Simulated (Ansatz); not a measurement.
Crystal: Cs.

```
CELL_PARAMETERS angstrom
0.00000 3.94834 3.94834
3.94834 0.00000 3.94834
3.94834 3.94834 0.00000
ATOMIC_POSITIONS crystal
Cs 0.00000 0.00000 0.00000
```

This isn't the form of Cs at room conditions, which is bcc.

| Quantity | Value |
| --- | --- |
| Program | Ansatz 0.2.0 |
| Task | relaxation of cell and atoms |
| Functional | PBE |
| Dispersion | D4 |
| Potentials or basis | Ansatz PAW |
| Cutoff | 420 eV (not typed: the program's choice for these potentials) |
| k mesh | 6 × 6 × 6 |
| Occupations | fermi-dirac, width 0.05 eV |
| Spin | no spin polarisation |

At the start: volume 123.10 Å³/atom.

Where does the relaxation end?

It ends after 4 steps and the volume is 112.83 Å³/atom (-8.3 %); space group Fm-3m (No. 225, to 0.05 Å).

The path:
```csv
step,energy change (eV),largest force (eV/Å),volume (Å³)
1,0.0000,0.0000,123.10
2,-0.0006,0.0000,122.45
3,-0.0045,0.0000,112.83
4,-0.0045,0.0000,112.83
```

Final structure:
```
Cs
1.0
     0.00000    3.83534    3.83534
     3.83534    0.00000    3.83534
     3.83534    3.83534    0.00000
Cs
1
Direct
  0.00000 0.00000 0.00000
```

Caveat: the plane-wave basis is chosen anew once the cell has moved, so the energies of steps on either side of that aren't comparable; pairwise dispersion overbinds metals, which lowers pressure and volume.
